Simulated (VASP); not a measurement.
# MgO (P1) in VASP: notebook

The runs below take MgO through single point, with PBE.

All numbers are computed with VASP 6.6.1; they aren't measurements. Logs are shortened: lines on timing, memory, paths and dates and some standing lists are left out, and cuts for length are marked.

## (1) The cell of the first run

The typed cell holds 2 atoms: a = 2.938 Å, b = 2.938 Å, c = 2.680 Å, α = 90.00°, β = 90.00°, γ = 120.00°.

The cell comes from a database or a generator and needn't be the stable form of this composition.

## (2) Single point, PBE (one atom moved)

The input, INCAR:

```
SYSTEM = MgO
ALGO     = Fast           ! electronic algorithm
EDIFF    = 1E-7           ! SCF threshold, eV
ENCUT    = 520            ! plane-wave cutoff, eV
GGA      = PE             ! functional
ISIF     = 2              ! what is computed and relaxed
ISMEAR   = 0              ! smearing method
LASPH    = .True.         ! aspherical terms in the spheres
LCHARG   = .True.         ! write CHGCAR
LELF     = .True.         ! ELF
LREAL    = .False.        ! projectors in reciprocal space
LVHAR    = .True.       
LWAVE    = .False.        ! write WAVECAR
NBANDS   = 11             ! bands
NELM     = 60             ! most SCF steps
PREC     = Accurate       ! precision mode
SIGMA    = 0.02           ! smearing width, eV
```

The input, KPOINTS:

```
k-points
0
Gamma
  12 12 10
  0 0 0
```

The input, POSCAR:

```
MgO
1.0
    2.9380209034      0.0000000000      0.0000000000
   -1.4690104517      2.5444007392      0.0000000000
    0.0000000000      0.0000000000      2.6796800000
Mg O
1 1
Direct
    0.0000000000      0.0000000000      0.0000000000
    0.3363569387      0.6814953090      0.4922192202
```

Potentials or basis: VASP PAW PBE potentials, release 64 (Mg, O).

Launch:

```console
$ cat potpaw_PBE.64/Mg/POTCAR potpaw_PBE.64/O/POTCAR > POTCAR
$ mpirun -np 1 vasp_std > vasp.out
```

OUTCAR:

```text
SYSTEM = MgO
   EDIFF = 1E-7
   ENCUT = 520
   GGA = PE
   ISIF = 2
   ISMEAR = 0
   LASPH = .True.
   LREAL = .False.
   NELM = 60
   PREC = Accurate

 ion  position               nearest neighbor table
   1  0.000  0.000  0.000-   2 2.13   2 2.14   2 2.15   2 2.17   2 2.18   2 2.20
   2  0.336  0.681  0.492-   1 2.13   1 2.14   1 2.15   1 2.17   1 2.18   1 2.20

  LATTYP: Found a hexagonal cell.
 ALAT       =     2.9380209034
 C/A-ratio  =     0.9120697531

  Lattice vectors:

 A1 = (   2.9380209034,   0.0000000000,   0.0000000000)
 A2 = (  -1.4690104517,   2.5444007392,   0.0000000000)
 A3 = (   0.0000000000,   0.0000000000,   2.6796800000)

Analysis of symmetry for initial positions (statically):
=====================================================================
 Subroutine PRICEL returns:
 Original cell was already a primitive cell.

 Routine SETGRP: Setting up the symmetry group for a
 hexagonal supercell.

 Subroutine GETGRP returns: Found  1 space group operations
 (whereof  1 operations were pure point group operations)
 out of a pool of 24 trial point group operations.

The static configuration has the point symmetry C_1 .

Analysis of symmetry for dynamics (positions and initial velocities):
=====================================================================
 Subroutine PRICEL returns:
 Original cell was already a primitive cell.

 Routine SETGRP: Setting up the symmetry group for a
 hexagonal supercell.

 Subroutine GETGRP returns: Found  1 space group operations
 (whereof  1 operations were pure point group operations)
 out of a pool of 24 trial point group operations.

The dynamic configuration has the point symmetry C_1 .

 Subroutine INISYM returns: Found  1 space group operations
 (whereof  1 operations are pure point group operations),
 and found     1 'primitive' translations

----------------------------------------------------------------------------------------

                                     Primitive cell

  volume of cell :      20.0320

  direct lattice vectors                    reciprocal lattice vectors
     2.938020903  0.000000000  0.000000000     0.340365175  0.196509926  0.000000000
    -1.469010452  2.544400739  0.000000000     0.000000000  0.393019851  0.000000000
     0.000000000  0.000000000  2.679680000     0.000000000  0.000000000  0.373178887

  length of vectors
     2.938020903  2.938020903  2.679680000     0.393019851  0.393019851  0.373178887

  position of ions in fractional coordinates (direct lattice)
     0.000000000  0.000000000  0.000000000
     0.336356939  0.681495309  0.492219220

[... 82 lines left out ...]
   ISIF   =      2    stress and relaxation
   ISYM   =      2    0-nonsym 1-usesym 2-fastsym
   POTIM  = 0.5000    time-step for ionic-motion
   TEBEG  =    0.0;   TEEND  =   0.0 temperature during run
   PSTRESS=    0.0 pullay stress
   NELECT =       8.0000    total number of electrons
   NUPDOWN=      -1.0000    fix difference up-down
   EMIN   =  10.00;   EMAX   =-10.00  energy-range for DOS
   EFERMI =   0.00;   METHOD = LEGACY
   ISMEAR =     0;   SIGMA  =   0.02  broadening in eV -4-tet -1-fermi 0-gaus
   EFERMI_NEDOS =   21; number of points for ismear=-14 and -15
   IALGO  =     68    algorithm
   IMIX   =      4    mixing-type and parameters
     AMIX     =   0.40;   BMIX     =  1.00
     AMIX_MAG =   1.60;   BMIX_MAG =  1.00
  volume/ion in A,a.u.               =      10.02        67.59
  Fermi-wavevector in a.u.,A,eV,Ry     =   1.205583  2.278221 19.775115  1.453430
  Thomas-Fermi vector in A             =   2.341275
   LORBIT       =      0    0 simple, 1 ext, 2 COOP (PROOUT), +10 PAW based schemes
   GGA     = PE    functional components
   LHFCALC =     F    Hartree Fock is set to
   AEXX    =    0.0000 exact exchange contribution
   IVDW    =     0    specifies the selected vdW correction
   LEPSILON=     F    determine dielectric tensor
   LRPA    =     F    only Hartree local field effects (RPA)
 non-spin polarized calculation
 RMM-DIIS sequential band-by-band and
 Gauss-broadening in eV      SIGMA  =   0.02
  energy-cutoff  :      520.00
  volume of cell :       20.03
 maximum number of plane-waves:       562
 NGX is ok and might be reduce to    24
   NGX = 11   NGY = 11   NGZ =  9

 number of electron       8.0000002 magnetization

 Free energy of the ion-electron system (eV)
  ---------------------------------------------------
  ext. energy  EPLUGINS =         0.00000000
  ---------------------------------------------------
  free energy    TOTEN  =       -11.22702516 eV

  energy without entropy =      -11.22702516  energy(sigma->0) =      -11.22702516

 E-fermi :   3.4311     XC(G=0): -10.7331

 val. band max:        3.3023213556   @ k =   0.3333   0.3333   0.0000
 cond. band min:       6.3006627408   @ k =   0.0000   0.0000   0.0000
 fundamental gap:      2.9983413851
 Fermi energy:         3.4310523693

 k-point     1 :       0.0000    0.0000    0.0000
  band No.  band energies     occupation
      1     -14.1300      2.00000
      2       2.6758      2.00000
      3       2.7254      2.00000
      4       2.9006      2.00000
      5       6.3007      0.00000
      6      15.1749      0.00000
      7      18.8104      0.00000
      8      18.9290      0.00000
      9      23.0963      0.00000
     10      24.2091      0.00000
     11      25.6420      0.00000
[... 309 lines left out ...]
 k-point    24 :      -0.0833    0.2500    0.0000
  band No.  band energies     occupation
      1     -13.7438      2.00000
      2       0.5822      2.00000
      3       2.2875      2.00000
      4       3.0419      2.00000
      5       8.4055      0.00000
      6      14.5713      0.00000
      7      17.1556      0.00000
      8      19.7582      0.00000
      9      23.4051      0.00000
     10      24.4799      0.00000
     11      26.2998      0.00000

 [... further k-points ...]
[... 5 lines left out ...]
  --------------------------------------------------------------------------------------
  -------------------------------------------------------------------------------------
  Total       -0.0674268     -0.0637773     -0.0665934     -0.0033567     -0.0167285      0.0067981
  in kB       -5.3928663     -5.1009758     -5.3262086     -0.2684759     -1.3379658      0.5437164
  external PRESSURE =      -5.2733502 kB  Pullay stress =       0.0000000 kB

 VOLUME and BASIS-vectors are now :
 -----------------------------------------------------------------------------
  energy-cutoff  :      520.00
  volume of cell :       20.03
      direct lattice vectors                 reciprocal lattice vectors
     2.938020903  0.000000000  0.000000000     0.340365175  0.196509926  0.000000000
    -1.469010452  2.544400739  0.000000000     0.000000000  0.393019851  0.000000000
     0.000000000  0.000000000  2.679680000     0.000000000  0.000000000  0.373178887

 POSITION                                       TOTAL-FORCE (eV/Angst)
 -----------------------------------------------------------------------------------
      0.00000      0.00000      0.00000        -0.050913      0.122280     -0.074104
     -0.01290      1.73400      1.31899         0.050913     -0.122280      0.074104
 -----------------------------------------------------------------------------------
    total drift:                                0.000116     -0.000092     -0.000366

  FREE ENERGIE OF THE ION-ELECTRON SYSTEM (eV)
  ---------------------------------------------------
  free  energy   TOTEN  =       -11.2270251642 eV

  energy  without entropy=      -11.2270251642  energy(sigma->0) =      -11.22702516
```

It took 97 s on 1 thread of Intel Xeon Platinum 8488C (Sapphire Rapids), shared host; peak memory 0.27 GiB.

What came out:

```yaml
Free_energy: -11.2270 eV
Pressure: -0.5 GPa
Largest_force: 0.152 eV/Å
Band_gap_on_the_k_mesh: 3.00 eV, indirect (least direct gap 3.40 eV)
```

Forces on the atoms (eV/Å):
```
Mg  -0.051  0.122 -0.074
O    0.051 -0.122  0.074
```

A k mesh can miss the band edges.

## (3) Single point, PBE (strained and moved within the space group)

The input, INCAR:

```
SYSTEM = MgO
PREC     = Accurate       ! precision mode
ENCUT    = 520            ! plane-wave cutoff, eV
EDIFF    = 1E-6           ! SCF threshold, eV
ISMEAR   = 0              ! smearing method
SIGMA    = 0.02           ! smearing width, eV
LREAL    = .False.        ! projectors in reciprocal space
LASPH    = .True.         ! aspherical terms in the spheres
NELM     = 100            ! most SCF steps
ALGO     = Fast           ! electronic algorithm
ISIF     = 2              ! what is computed and relaxed
LWAVE    = .False.        ! write WAVECAR
LCHARG   = .False.        ! write CHGCAR
GGA      = PE             ! functional
NBANDS   = 11             ! bands
```

The input, KPOINTS:

```
Automatic mesh
0
Gamma
  12 12 10
  0 0 0
```

The input, POSCAR:

```
MgO
1.0
    2.9362874711      0.0000000000      0.0000000000
   -1.4681437355      2.5428995428      0.0000000000
    0.0000000000      0.0000000000      2.5977085888
Mg O
1 1
Direct
    0.0000000000      0.0000000000      0.0000000000
    0.3333333300      0.6666666700      0.5000000000
```

Potentials or basis: VASP PAW PBE potentials, release 64 (Mg, O).

Launch:

```console
$ cat potpaw_PBE.64/Mg/POTCAR potpaw_PBE.64/O/POTCAR > POTCAR
$ mpirun -np 1 vasp_std > vasp.out
```

It took 23 s on 1 thread of Intel Xeon Platinum 8488C (Sapphire Rapids), shared host; peak memory 0.15 GiB.

It converged, with:

```
Free energy            : -11.1994 eV
Pressure               : 4.9 GPa
Band gap on the k mesh : 3.04 eV, indirect (least direct gap 3.39 eV)
```

Stress tensor (GPa, compression positive):
```
-1.14  0.00  0.00
 0.00 -1.14  0.00
 0.00  0.00 17.12
```

Levels at points of the mesh, in eV from the valence-band top:
```
           k point  band 1  band 2  band 3  band 4  band 5  band 6  band 7  band 8
(0.00, 0.00, 0.00)  -17.85   -1.02   -1.02   -0.35    3.04   11.93   15.17   15.17
(0.50, 0.00, 0.00)  -16.80   -5.32   -1.73   -0.04    6.44   10.59   13.46   17.84
(0.00, 0.00, 0.50)  -16.62   -5.64   -0.42   -0.42    8.15    9.25   17.47   17.47
(0.50, 0.00, 0.50)  -15.91   -4.08   -3.65   -1.16    5.89   11.22   14.36   14.75
```

A k mesh can miss the band edges.

(Part 1 of 2 ends here.)
